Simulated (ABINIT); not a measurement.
The system is MnS.

```
CELL_PARAMETERS angstrom
0.00000 2.47346 2.47346
2.47346 0.00000 2.47346
2.47346 2.47346 0.00000
ATOMIC_POSITIONS crystal
Mn 0.00000 0.00000 0.00000
S 0.75000 0.75000 0.75000
```

The cell is a database's computed one.

Base run:

- Program: ABINIT 10.8.3 (patched build)
- Functional: revPBE
- Potentials or basis: JTH PAW PBE v2.0
- Cutoff: 707 eV
- k mesh: 9 × 9 × 9
- Occupations: fermi-dirac, width 0.05 eV
- Spin: collinear spin, ferromagnetic start
- Starting moments: [4.0, 0.0] μB

Its results: band gap on the k mesh none (metal or under the smearing width); pressure 5.7 GPa; net moment 0.22 μB per cell; site moments Mn +0.20; S -0.00 μB.

Problem. After a change of settings the same cell gave: band gap on the k mesh none (metal or under the smearing width); pressure 3.4 GPa; net moment 0.22 μB per cell; site moments Mn +0.21; S -0.00 μB. Which change was it?
A. functional from revPBE to RPBE
B. functional from revPBE to PBEsol; k mesh from 9 × 9 × 9 to 7 × 7 × 7
C. functional from revPBE to PBE

Solution. C.

PBE binds more tightly than revPBE, so the same cell stands under less pressure.

Caveats: the moment fell far below its start of 4 μB, so a state of higher moment may lie lower in energy; semilocal functionals often make such compounds metallic where correlation or magnetic order opens a gap, which also shifts bond lengths; the PAW data sets were made with another functional, which shifts forces and pressure a little (some runs).
